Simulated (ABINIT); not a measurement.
Crystal: Cu.

```xyz
1
Lattice="0.0000 1.8075 1.8075 1.8075 0.0000 1.8075 1.8075 1.8075 0.0000" Properties=species:S:1:pos:R:3 pbc="T T T"
Cu    0.0000    0.0000    0.0000
```

Base run:

* Program: ABINIT 10.8.3 (patched build)
* Functional: WC
* Potentials or basis: JTH PAW PBE v2.0
* Cutoff: 844 eV
* k mesh: 13 × 13 × 13
* Occupations: fermi-dirac, width 0.05 eV
* Spin: no spin polarisation

Its results: band gap on the k mesh none (metal or under the smearing width); pressure -5.9 GPa.

After a change of settings the same cell gave: band gap on the k mesh none (metal or under the smearing width); pressure -12.0 GPa. Which change was it?
A. functional from WC to SCAN
B. functional from WC to LDA
C. functional from WC to BLYP
D. functional from WC to revPBE

B.

LDA binds more tightly than WC, so the same cell stands under less pressure.

Caveats: the PAW data sets were made with another functional, which shifts forces and pressure a little.

Runs at the PBE level aren't shown here.
